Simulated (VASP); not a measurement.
Crystal: ZrH.

```
CELL_PARAMETERS angstrom
0.00000 2.32316 2.32316
2.32316 0.00000 2.32316
2.32316 2.32316 0.00000
ATOMIC_POSITIONS crystal
Zr 0.75000 0.75000 0.75000
H 0.00000 0.00000 0.00000
```

The cell was built by a generator and needn't be a form met in nature.

```yaml
Program: VASP 6.6.1
Task: relaxation of cell and atoms
Functional: PBE
Potentials_or_basis: VASP PAW PBE potentials, release 64 (Zr_sv, H)
Cutoff: 520 eV
k_mesh: 8 × 8 × 8
Occupations: gaussian, width 0.15 eV
Spin: no spin polarisation
```

At the start: pressure 9.4 GPa; volume 12.54 Å³/atom.

How do energy, volume and symmetry change on relaxing?

Over 3 steps the energy falls by 24.5 meV/atom and the volume is 13.43 Å³/atom (+7.1 %); space group F-43m (No. 216, to 0.05 Å).

Step by step:
```csv
step,energy change (eV),largest force (eV/Å),pressure (GPa),volume (Å³)
1,0.0000,0.0000,9.39,25.08
2,-0.0372,0.0000,-3.32,27.84
3,-0.0491,0.0000,0.07,26.86
```

Final structure:
```
Zr H
1.0
     0.00000    2.37700    2.37700
     2.37700    0.00000    2.37700
     2.37700    2.37700    0.00000
Zr H
1 1
Cartesian
  3.5655 3.5655 3.5655
  0.0000 0.0000 0.0000
```
